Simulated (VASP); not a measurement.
Crystal: GaP.

```
CELL_PARAMETERS angstrom
0.00000 2.72525 2.72525
2.72525 0.00000 2.72525
2.72525 2.72525 0.00000
ATOMIC_POSITIONS crystal
Ga 0.00000 0.00000 0.00000
P 0.75000 0.75000 0.75000
```

| Item | Value |
| --- | --- |
| Program | VASP 6.6.1 |
| Task | relaxation of cell and atoms |
| Functional | BEEF-vdW |
| Potentials or basis | VASP PAW PBE potentials, release 64 (Ga_d, P) |
| Cutoff | 600 eV |
| k mesh | 8 × 8 × 8 |
| Occupations | fermi-dirac, width 0.05 eV |
| Spin | no spin polarisation |

At the start: pressure 3.1 GPa; volume 20.24 Å³/atom.

Task: Where does the relaxation end?

Result: Over 3 steps the energy falls by 7.3 meV/atom and the volume is 21.02 Å³/atom (+3.8 %); space group F-43m (No. 216, to 0.05 Å).

Step by step:
| step | energy change (eV) | largest force (eV/Å) | pressure (GPa) | volume (Å³) |
| --- | --- | --- | --- | --- |
| 1 | 0.0000 | 0.0000 | 3.10 | 40.48 |
| 2 | -0.0113 | 0.0000 | -1.35 | 42.82 |
| 3 | -0.0146 | 0.0000 | 0.06 | 42.04 |

Final structure:
```yaml
crystal:
  lattice:
    - [0.00000, 2.75974, 2.75974]
    - [2.75974, 0.00000, 2.75974]
    - [2.75974, 2.75974, 0.00000]
  atoms:
    - { symbol: Ga, position: [0.00000, 0.00000, 0.00000] }
    - { symbol: P, position: [0.75000, 0.75000, 0.75000] }
```

Caveat: the PAW data sets were made with another functional, which shifts forces and pressure a little.
